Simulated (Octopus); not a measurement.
## InP in Octopus: convergence with grid spacing

Input of the first run (grid spacing 0.34536 Å); the others differ in this setting and in those tied to it:

The input inp (second run):

```
CalculationMode = gs
UnitsOutput = eV_Angstrom
PeriodicDimensions = 3
ExperimentalFeatures = yes
PseudopotentialSet = hgh_lda
%LatticeParameters
 4.1443528445*angstrom | 4.1443528445*angstrom | 4.1443528445*angstrom
%
%LatticeVectors
 0 | 0.7071067812 | 0.7071067812
 0.7071067812 | 0 | 0.7071067812
 0.7071067812 | 0.7071067812 | 0
%
%Coordinates
 "In" | 0*angstrom | 0*angstrom | 0*angstrom
 "P" | 4.39575*angstrom | 4.39575*angstrom | 4.39575*angstrom
%
%Spacing
 0.34536274*angstrom | 0.34536274*angstrom | 0.34536274*angstrom
%
DerivativesOrder = 8
%KPointsGrid
 5 | 5 | 5
%
KPointsUseSymmetries = yes
XCFunctional = mgga_x_tpss + mgga_c_tpss
FilterPotentials = filter_none
VDWCorrection = vdw_d3_bj
VDWD3Functional = "tpss"
SpinComponents = polarized
KPointsUseTimeReversal = no
SmearingFunction = methfessel_paxton
Smearing = 0.05*eV
ExtraStates = 7
Eigensolver = chebyshev_filter
ConvRelDens = 1e-6
MaximumIter = 120
```

Contents of inp (first run):

```
CalculationMode = gs
UnitsOutput = eV_Angstrom
PeriodicDimensions = 3
ExperimentalFeatures = yes
PseudopotentialSet = hgh_lda
%LatticeParameters
 4.1443528445*angstrom | 4.1443528445*angstrom | 4.1443528445*angstrom
%
%LatticeVectors
 0 | 0.7071067812 | 0.7071067812
 0.7071067812 | 0 | 0.7071067812
 0.7071067812 | 0.7071067812 | 0
%
%Coordinates
 "In" | 0*angstrom | 0*angstrom | 0*angstrom
 "P" | 4.39575*angstrom | 4.39575*angstrom | 4.39575*angstrom
%
%Spacing
 0.34536274*angstrom | 0.34536274*angstrom | 0.34536274*angstrom
%
DerivativesOrder = 8
%KPointsGrid
 5 | 5 | 5
%
KPointsUseSymmetries = yes
XCFunctional = gga_x_pbe + gga_c_pbe
FilterPotentials = filter_none
SpinComponents = polarized
KPointsUseTimeReversal = no
GuessMagnetDensity = user_defined
%AtomsMagnetDirection
 0.5
 0.0
%
SmearingFunction = methfessel_paxton
Smearing = 0.05*eV
ExtraStates = 7
Eigensolver = chebyshev_filter
ConvRelDens = 1e-4
MaximumIter = 60
```

Potentials or basis: hgh_lda (LDA).

Command:

```console
$ OMP_NUM_THREADS=1 octopus > start.log  # on inp (first run)
$ OMP_NUM_THREADS=1 octopus > out.log  # on inp (second run)
```

Hardware: 1 thread of AMD EPYC 7R43 64-Core Processor (Zen 3) (shared host).

```
grid spacing  energy less the tightest run, at zero smearing (meV/atom)  gap on the mesh (eV)  SCF cycles  CPU time (s)  peak memory (GiB)
   0.34536 Å                                                       3.15                 1.198          11           110               0.14
   0.29603 Å                                                     -25.73                 1.147          12           180               0.17
   0.27629 Å                                                      -4.75                 1.175          11           160               0.19
   0.23024 Å                                                      -1.91                 1.169          14           330               0.24
   0.20722 Å                                                      -0.24                 1.169          11           460               0.29
   0.18019 Å                                                      -0.29                 1.167          12           740               0.38
    0.1594 Å                                                      -0.66                 1.167          12          1100               0.48
   0.14291 Å                                                       0.00                 1.167          12          1500               0.61
```

Against the tightest run, the energy stays within 1 meV/atom from 0.20722 Å on; the gap on the mesh stays within 0.01 eV from 0.27629 Å on. The tightest run that finished is the yardstick and may itself not be fully converged.

Caveat, for the tightest run too: this is an older set of potentials, less accurate than current ones; spin-orbit coupling is left out, which moves the levels of the heavy elements.
